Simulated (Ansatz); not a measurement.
# MoP (P-6m2) in Ansatz: a series of runs

Runs on MoP. Level: LDA. Tasks: single point, equation of state.

Everything below comes from runs of Ansatz 0.2.0. Logs are shortened: lines on timing, memory, paths and dates and some standing lists are left out, and cuts for length are marked.

**1. Starting point**

It takes space group P-6m2 (No. 187, hexagonal). The conventional cell has a = 3.223 Å, b = 3.223 Å, c = 3.191 Å, α = 90.00°, β = 90.00°, γ = 120.00°. Around Mo (site symmetry -6m2) lie 6 P at 2.45 Å. P (site symmetry -6m2) is surrounded by 6 Mo at 2.45 Å.

**2. Single point, LDA, 13.49 Å³/atom (volume scaled by 0.94)**

input.yaml reads:

```yaml
crystal:
  lattice:
    - [3.1572060284, 0.0, 0.0]
    - [-1.5786030142, 2.7342206256, 0.0]
    - [0.0, 0.0, 3.1258592729]
  atoms:
    - { symbol: Mo, position: [0.0, 0.0, 0.0] }
    - { symbol: P, position: [0.3333333333, 0.6666666667, 0.5] }
hamiltonian:
  xc: lda
  pseudopotentials: { kind: paw }
kpoints:
  mp_grid: { grid: [10, 10, 8] }
scf:
  occupations: { method: fermi_dirac, width: 0.05 }
output:
  forces: true
  stress: true
  eigenvalues: true
```

Potentials or basis: Ansatz PAW.

Command:

```console
ansatz run input.yaml --threads 2 --pin off --max-ram 5632MiB --backend cpu --events-out ev --progress --plain --runs-dir out
```

What it wrote:

```text
Warning: RAYON_NUM_THREADS=2 ignored (pool sized by the plan → 2); use --threads N
Engine: ansatz 0.2.0, x86_64-unknown-linux-gnu
Pseudopotentials: kind: paw
Pseudopotential: Mo, paw, valence charge 14, recommended cutoff 420 eV (normal), Mo.paw.azcp
Pseudopotential: P, paw, valence charge 5, recommended cutoff 420 eV (normal), P.paw.azcp
Functional definition: SPW92
  exchange = slater_x
  correlation = pw_c
Crystal: 2 atoms, lattice volume = 26.984 Å³
Basis set: ecut = 420 eV, 527 PW (Γ)
Bands: 14, of which v1, the nominal top of the filled ones, is band 10 counted from 1 (9 counted from 0)
Symmetry: 12 space group operations
Space group: P-6m2 (ITA 187), of the structure as read, at distance tolerance 3.0e-5 Å
k-points: 70 of 800 (time reversal used)
Non-local potential: Mo, projectors of the file, l = 0: 3, l = 1: 2, l = 2: 2, l = 3: 1
Non-local potential: P, projectors of the file, l = 0: 2, l = 1: 2, l = 2: 2
PAW form: soft (Blöchl's): semilocal exchange-correlation on the pseudo side does not see the compensation charge
PAW frozen core: Mo, regenerated for the run's functional, and the local potential with it (the file was generated under x = pbe(κ = 0.804, μ = 0.2195149727645171), c = pbe(β = 0.06672455060314922))
PAW frozen core: P, regenerated for the run's functional, and the local potential with it (the file was generated under x = pbe(κ = 0.804, μ = 0.2195149727645171), c = pbe(β = 0.06672455060314922))
PAW one-centre angular grid: Mo, 590 points (default); XC on 64 Gauss nodes
PAW one-centre angular grid: P, 110 points (default); XC on 64 Gauss nodes
Initial density: superposition of atomic densities (neutral atoms: chi_scale 0, normalization atom), corrected by the library's trained network
Initial wavefunctions: pseudopotential atomic-orbital guess
Functional: x = slater, c = lda
SCF iter   1: F=—  HF=-5570.376645 eV  |F-HF|=—  |Δ(HF+E_count)|=         —  Δρ=9.20e-3  dr2=8.27e-3  ethr=1.77e-3  ⟨swp⟩=5.5  Hψ=5826  notcnv=0
preconditioner: auto → none  [metal: Δε(μ)=0.100 eV  Ē_g=9.276 eV  σ=0.050 eV  W_gap=0.45  n_scr=8 (ndim 8)  ℏωp=23.7 eV  f_vac=0.000  D(μ)=0.42/eV (n_scr^D=0)  sad-step TF]
SCF iter   2: F=—  HF=-5570.375849 eV  |F-HF|=—  |Δ(HF+E_count)|=   7.96e-4  Δρ=5.23e-3  dr2=2.97e-3  ethr=4.35e-5  ⟨swp⟩=1.0  Hψ=1547  notcnv=0
SCF iter   3: F=—  HF=-5570.375482 eV  |F-HF|=—  |Δ(HF+E_count)|=   3.67e-4  Δρ=3.07e-4  dr2=1.98e-5  ethr=1.56e-5  ⟨swp⟩=2.5  Hψ=1325  notcnv=0
SCF iter   4: F=—  HF=-5570.375478 eV  |F-HF|=—  |Δ(HF+E_count)|=   4.48e-6  Δρ=7.51e-5  dr2=6.57e-7  ethr=1.04e-7  ⟨swp⟩=2.0  Hψ=1586  notcnv=0
iter 5 did not close the SCF: its close was put off for the readings that it lacked (scf_convergence_deferred on its scf_iter line)
SCF iter   5: F=-5570.375478 eV  HF=-5570.375478 eV  |F-HF|=1.77e-8  |Δ(HF+E_count)|=   1.29e-7  Δρ=1.74e-5  dr2=3.91e-8  ethr=3.46e-9  ⟨swp⟩=2.6  Hψ=1644  notcnv=0
SCF iter   6: F=-5570.375478 eV  HF=-5570.375478 eV  |F-HF|=2.59e-9  |Δ(HF+E_count)|=   1.00e-8  Δρ=4.02e-6  dr2=3.51e-9  ethr=2.06e-10  ⟨swp⟩=2.6  Hψ=3379  notcnv=0
SCF 1 converged in 6 iterations: F = -5570.375478 eV  dr2 = 3.51e-9
SCF converged after 6 iterations
Free energy (F): -5570.375478 eV
Harris-Foulkes:  -5570.375478 eV  (|F-HF|=2.59e-9)
Internal energy: -5570.371843 eV  (E = F + TS)
E sigma→0 (E₀):  -5570.373660 eV
Entropy (-TS):   -0.003635 eV (-1.817 meV/atom)
Fermi energy:    18.290402 eV
--- Per-component energies (eV) ---
  E_band       = -43.919441
  E_kinetic    = 522.757036
  E_local      = -987.938113  (includes V_loc(G=0)·N_el)
  E_nonlocal   = 183.380504
  E_hartree    = 344.800681
  E_xc         = -247.977219
  E_vxc        = -295.245724  (∫ρ·V_xc dr)
  E_paw        = -3630.141558  (= ΣΔE_a)
  E_vpaw       = -156.476460  (= ΣTr[D̂ρ^β])
  E_aug_tail   = 0.000026  (compensation charges beyond the density's cutoff)
  E_ewald      = -1755.843368
  E_core_change = 0.590168  (= ΣΔE_core)
  E_smearing   = -0.003635  (= −TS)
  E_closure    = -0.000000  (closes the sum)
  Σ components = -5570.375478   (vs F -5570.375478, Δ=0.00e0)
--- Forces (eV/Å), atoms counted from 1 ---
  atom   1  Mo     0.00000000    -0.00000000     0.00000000
  atom   2  P      0.00000000    -0.00000000     0.00000000
  max |Σ_I F_I| component: 1.48e-16 eV/Å
--- Stress (GPa, compression-positive) ---
        7.637001      -0.000000       0.000000
       -0.000000       7.637001       0.000000
        0.000000       0.000000       9.340957
  P = ⅓ Tr σ = 8.2050 GPa (82.050 kbar)
--- Band table (eV; the first three rows and the last of 70) ---
  k-point 0: bands = ["-42.6898", "-16.9237", "-16.6780", "-16.6780", "4.0089", "13.7219", "14.7911", "14.7911", "17.6932", "18.6252", "18.6252", "22.7300", "22.7300", "24.0034"]
  k-point 1: bands = ["-42.6859", "-16.9806", "-16.6731", "-16.6731", "4.2852", "13.4477", "14.9160", "14.9160", "17.5866", "17.9854", "17.9854", "23.1847", "23.1847", "24.1992"]
  k-point 2: bands = ["-42.6763", "-17.1155", "-16.6613", "-16.6613", "5.0505", "12.4038", "15.2296", "15.2296", "16.9785", "16.9785", "17.9989", "22.8648", "22.8648", "24.7444"]
  k-point 69: bands = ["-42.6156", "-17.1896", "-16.9683", "-16.8824", "7.2283", "11.1003", "12.3573", "15.0319", "16.7698", "20.0561", "22.0163", "22.1805", "22.9998", "24.2256"]
```

It took 0.47 s on 2 threads of AMD EPYC 9R45 (Zen 5), shared host; peak memory 0.37 GiB.

What came out:

| Quantity | Value |
| --- | --- |
| Free energy | -5570.3755 eV |
| Pressure | 8.2 GPa |
| Band gap on the k mesh | none (metal or under the smearing width) |

Caveat: the PAW data sets come from PBE, with cores solved anew for the run's functional, which leaves a small shift of forces and pressure.

**3. Single point, LDA, 13.78 Å³/atom (volume scaled by 0.96)**

input.yaml, as its differences from that of step 2:

```diff
@@ -2,5 +2,5 @@
   lattice:
-    - [3.1572060284, 0.0, 0.0]
-    - [-1.5786030142, 2.7342206256, 0.0]
-    - [0.0, 0.0, 3.1258592729]
+    - [3.1794406062, 0.0, 0.0]
+    - [-1.5897203031, 2.7534763348, 0.0]
+    - [0.0, 0.0, 3.1478730917]
   atoms:
```

Potentials or basis: Ansatz PAW.

Command:

```console
ansatz run input.yaml --threads 2 --pin off --max-ram 5632MiB --backend cpu --events-out ev --progress --plain --runs-dir out
```

It took 0.48 s on 2 threads of AMD EPYC 9R45 (Zen 5), shared host; peak memory 0.37 GiB.

The run converged. Its results:

* Free energy: -5570.3943 eV
* Pressure: 2.4 GPa
* Band gap on the k mesh: none (metal or under the smearing width)

Caveat: the PAW data sets come from PBE, with cores solved anew for the run's functional, which leaves a small shift of forces and pressure.

**4. Single point, LDA, 14.07 Å³/atom (volume scaled by 0.98)**

input.yaml, as its differences from that of step 3:

```diff
@@ -2,5 +2,5 @@
   lattice:
-    - [3.1794406062, 0.0, 0.0]
-    - [-1.5897203031, 2.7534763348, 0.0]
-    - [0.0, 0.0, 3.1478730917]
+    - [3.2013684757, 0.0, 0.0]
+    - [-1.6006842379, 2.7724664269, 0.0]
+    - [0.0, 0.0, 3.1695832473]
   atoms:
@@ -19 +19,5 @@
   eigenvalues: true
+  write_density: true
+  write_potential: true
+  elf: true
+  volumetric_format: npy
```

Command:

```console
ansatz run input.yaml --threads 2 --pin off --max-ram 5632MiB --backend cpu --events-out ev --progress --plain --runs-dir out
```

Wall time 0.65 s (2 threads of AMD EPYC 9R45 (Zen 5), shared host); peak memory 0.38 GiB.

The run converged. Its results:

```yaml
Free_energy: -5570.3936 eV
Pressure: -2.7 GPa
Band_gap_on_the_k_mesh: none (metal or under the smearing width)
```

Caveat: the PAW data sets come from PBE, with cores solved anew for the run's functional, which leaves a small shift of forces and pressure.

**5. Single point, LDA, 14.35 Å³/atom**

input.yaml reads:

```yaml
crystal:
  lattice:
    - [3.223, 0.0, 0.0]
    - [-1.6115, 2.7911998764, 0.0]
    - [0.0, 0.0, 3.191]
  atoms:
    - { symbol: Mo, position: [0.0, 0.0, 0.0] }
    - { symbol: P, position: [0.3333333333, 0.6666666667, 0.5] }
hamiltonian:
  xc: lda
  pseudopotentials: { kind: paw }
kpoints:
  mp_grid: { grid: [10, 10, 8] }
scf:
  occupations: { method: fermi_dirac, width: 0.05 }
output:
  forces: true
  stress: true
  eigenvalues: true
```

Command:

```console
ansatz run input.yaml --threads 2 --pin off --max-ram 5632MiB --backend cpu --events-out ev --progress --plain --runs-dir out
```

It took 0.49 s on 2 threads of AMD EPYC 9R45 (Zen 5), shared host; peak memory 0.38 GiB.

It converged, with:

| Item | Value |
| --- | --- |
| Free energy | -5570.3754 eV |
| Pressure | -7.4 GPa |
| Band gap on the k mesh | none (metal or under the smearing width) |

Caveat: the PAW data sets come from PBE, with cores solved anew for the run's functional, which leaves a small shift of forces and pressure.

**6. Single point, LDA, 14.64 Å³/atom (volume scaled by 1.02)**

input.yaml, as its differences from that of step 5:

```diff
@@ -2,5 +2,5 @@
   lattice:
-    - [3.223, 0.0, 0.0]
-    - [-1.6115, 2.7911998764, 0.0]
-    - [0.0, 0.0, 3.191]
+    - [3.2443449929, 0.0, 0.0]
+    - [-1.6221724965, 2.8096851825, 0.0]
+    - [0.0, 0.0, 3.2121330662]
   atoms:
```

Potentials or basis: Ansatz PAW.

Command:

```console
ansatz run input.yaml --threads 2 --pin off --max-ram 5632MiB --backend cpu --events-out ev --progress --plain --runs-dir out
```

Wall time 0.49 s (2 threads of AMD EPYC 9R45 (Zen 5), shared host); peak memory 0.38 GiB.

It converged, with:

| Quantity | Value |
| --- | --- |
| Free energy | -5570.3415 eV |
| Pressure | -11.5 GPa |
| Band gap on the k mesh | none (metal or under the smearing width) |

Caveat: the PAW data sets come from PBE, with cores solved anew for the run's functional, which leaves a small shift of forces and pressure.

**7. Single point, LDA, 14.93 Å³/atom (volume scaled by 1.04)**

input.yaml, as its differences from that of step 6:

```diff
@@ -2,5 +2,5 @@
   lattice:
-    - [3.2443449929, 0.0, 0.0]
-    - [-1.6221724965, 2.8096851825, 0.0]
-    - [0.0, 0.0, 3.2121330662]
+    - [3.2654127585, 0.0, 0.0]
+    - [-1.6327063793, 2.8279304027, 0.0]
+    - [0.0, 0.0, 3.2329916576]
   atoms:
@@ -19 +19,5 @@
   eigenvalues: true
+  write_density: true
+  write_potential: true
+  elf: true
+  volumetric_format: npy
```

Command:

```console
ansatz run input.yaml --threads 2 --pin off --max-ram 5632MiB --backend cpu --events-out ev --progress --plain --runs-dir out
```

It took 0.64 s on 2 threads of AMD EPYC 9R45 (Zen 5), shared host; peak memory 0.39 GiB.

The run converged. Its results:

```
Free energy            : -5570.2937 eV
Pressure               : -15.2 GPa
Band gap on the k mesh : none (metal or under the smearing width)
```

Caveat: the PAW data sets come from PBE, with cores solved anew for the run's functional, which leaves a small shift of forces and pressure.

**8. Single point, LDA, 15.21 Å³/atom (volume scaled by 1.06)**

input.yaml reads:

```yaml
crystal:
  lattice:
    - [3.2862121267, 0.0, 0.0]
    - [-1.6431060633, 2.8459431839, 0.0]
    - [0.0, 0.0, 3.2535845163]
  atoms:
    - { symbol: Mo, position: [0.0, 0.0, 0.0] }
    - { symbol: P, position: [0.3333333333, 0.6666666667, 0.5] }
hamiltonian:
  xc: lda
  pseudopotentials: { kind: paw }
kpoints:
  mp_grid: { grid: [10, 10, 8] }
scf:
  occupations: { method: fermi_dirac, width: 0.05 }
output:
  forces: true
  stress: true
  eigenvalues: true
```

Command:

```console
ansatz run input.yaml --threads 2 --pin off --max-ram 5632MiB --backend cpu --events-out ev --progress --plain --runs-dir out
```

Wall time 0.48 s (2 threads of AMD EPYC 9R45 (Zen 5), shared host); peak memory 0.38 GiB.

It converged, with:

* Free energy: -5570.2333 eV
* Pressure: -18.5 GPa
* Band gap on the k mesh: none (metal or under the smearing width)

Caveat: the PAW data sets come from PBE, with cores solved anew for the run's functional, which leaves a small shift of forces and pressure.

**9. Equation of state, LDA**

Potentials or basis: Ansatz PAW.

This step only gathers the single runs of the series.

Results:

```yaml
Equilibrium_volume: 13.91 Å³/atom
Bulk_modulus_at_fixed_shape_and_positions: 251 GPa
Pressure_derivative_of_the_bulk_modulus: 4.4
```

Energy against volume, from the lowest point:
```csv
volume (Å³/atom),energy (meV/atom)
13.492,9.43
13.779,0.00
14.066,0.35
14.353,9.46
14.640,26.40
14.927,50.34
15.214,80.54
```

Caveat: the cell was scaled at fixed shape and fractional positions, which overstates the stiffness of a crystal with free parameters, most of all of layers and chains.
